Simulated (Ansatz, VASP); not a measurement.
## TlH5: VASP beside Ansatz

```
Tl H
1.0
     5.98511    0.00000    0.00000
     0.00000    5.98511    0.00000
     0.00000    0.00000    4.28893
Tl H
1 5
Direct
  0.50000 0.50000 0.00000
  0.06416 0.50000 0.00000
  0.93584 0.50000 0.00000
  0.50000 0.06416 0.00000
  0.50000 0.93584 0.00000
  0.50000 0.50000 0.50000
```

Alike in both runs: task relaxation of cell and atoms; functional PBE; k mesh 6 × 6 × 10; occupations gaussian, width 0.1 eV; no spin polarisation.

|  | VASP | Ansatz |
| --- | --- | --- |
| version | VASP 6.6.1 | Ansatz 0.2.0 |
| potentials or method | VASP PAW PBE potentials, release 64 (Tl_d, H) | scalar-relativistic, plane waves, PAW |
| plane-wave cutoff (eV) | 600 | 420 |
| valence electrons in the cell | 18 | 18 |

VASP gave:

| Item | Value |
| --- | --- |
| gap on the k mesh at the Fermi level, each at its own relaxed structure (eV) | none |
| relaxed volume (Å³/atom) | 26.33 |
| relaxed cell length with the largest relative difference (Å) | 6.249 |
| energy change over the relaxation (meV/atom) | -3 |

Task: Which values does Ansatz return?

Result: gap on the k mesh at the Fermi level, each at its own relaxed structure (eV): none; relaxed volume (Å³/atom): 26.68; relaxed cell length with the largest relative difference (Å): 6.293; energy change over the relaxation (meV/atom): -4.

A gap of «none» marks a metal or a gap that the smearing closes. Ansatz warned: «xc_potential_rough_in_thin_density».

The runs have no spin-orbit coupling, so splittings on Tl are missing.
